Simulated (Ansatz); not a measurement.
RbBr, DFT, PBE, PAW with Ansatz's default frozen-core files, scalar-relativistic (Ansatz 0.2.0), run on 1 thread of Intel(R) Xeon(R) 6975P-C (Granite Rapids) on a shared host.

The cell was built from the wurtzite type and relaxed in the same program, and has space group P6_3/mmc; it needn't be a known or the stable phase. The relaxation left the symmetry of that type.

Command: `ansatz run input.yaml --threads 1 --pin off --max-ram 3072MiB --backend cpu --events-out ev --progress --plain --runs-dir out`

```yaml
crystal:
  lattice:
    - [5.942083449, 0.0, 0.0]
    - [-2.9710417246, 5.1459952183, 0.0]
    - [0.0, 0.0, 6.9565076358]
  atoms:
    - { symbol: Rb, position: [0.3333333333, 0.6666666667, -0.0619962559] }
    - { symbol: Rb, position: [0.6666666667, 0.3333333333, 0.4380037441] }
    - { symbol: Br, position: [0.3333333333, 0.6666666667, 0.4379962559] }
    - { symbol: Br, position: [0.6666666667, 0.3333333333, 0.9379962559] }
kpoints:
  mp_grid: { grid: [10, 10, 6] }
  band_path:
    path:
      - [0.0, 0.0, 0.0]
      - [0.5, 0.0, 0.0]
      - [0.3333333333, 0.3333333333, 0.0]
      - [0.0, 0.0, 0.0]
      - [0.0, 0.0, 0.5]
      - [0.5, 0.0, 0.5]
      - [0.3333333333, 0.3333333333, 0.5]
      - [0.0, 0.0, 0.5]
      - [0.5, 0.0, 0.5]
    npoints: 14
scf:
  occupations: { method: fermi_dirac, width: 0.05 }
hamiltonian:
  xc: pbe
  pseudopotentials: { kind: paw }
output:
  forces: true
  stress: true
  eigenvalues: true
  efg: { contact_densities: true }
  populations: true
  bader: true
  dos: { projected: true, de: 0.2, e_range: [-14, 8] }
  write_density: true
  write_potential: true
  elf: true
  volumetric_format: npy
```

Task: How large is the problem that the program sets up?

Result: 56 irreducible k-points, 4139 plane waves at Γ, 20 bands.

Task: Estimate the wall time and the peak memory.

Result: 35 s of wall time for 6 SCF iterations, with a peak of 0.64 GiB. Times on shared machines scatter by tens of per cent.

Task: And the same cell and mesh by full-potential LAPW, asked for forces, stress, eigenvalues, populations, dos and the same band path, on the same hardware?

Result: 45 s, peak memory 0.59 GiB.

Task: And the same cell and mesh by crystal-made all-electron datasets, asked for forces, stress, eigenvalues, efg and the same band path, on the same hardware?

Result: 20 s, peak memory 0.71 GiB.
